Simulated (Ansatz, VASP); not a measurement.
## PbO2: VASP beside Ansatz

```
CELL_PARAMETERS angstrom
0.00000 2.57854 2.57854
2.57854 0.00000 2.57854
2.57854 2.57854 0.00000
ATOMIC_POSITIONS crystal
Pb 0.00000 0.00000 0.00000
O 0.25000 0.25000 0.25000
O 0.75000 0.75000 0.75000
```

Alike in both runs: task single point; functional r2SCAN; k mesh 6 × 6 × 6; occupations fermi-dirac, width 0.02 eV; no spin polarisation.

|  | VASP | Ansatz |
| --- | --- | --- |
| version | VASP 6.6.1 | Ansatz 0.2.0 |
| potentials or method | VASP PAW PBE potentials, release 64 (Pb_d, O) | plane waves, PAW |
| plane-wave cutoff (eV) | 520 | 600 |
| valence electrons in the cell | 26 | 26 |

VASP gave:

* pressure (GPa): 20.5

Task: What did Ansatz give for the same quantities?

Result: Pressure (GPa): 18.9.

The functional is the same, so the differences come from potentials, cutoffs and numerics.

Caveats: so large a pressure means that the cell lies far from this level's equilibrium, or that cutoff or potentials fall short (VASP); the potentials were made for another functional, which shifts forces and pressure (VASP). Spin-orbit coupling is left out, which matters for the levels of Pb.
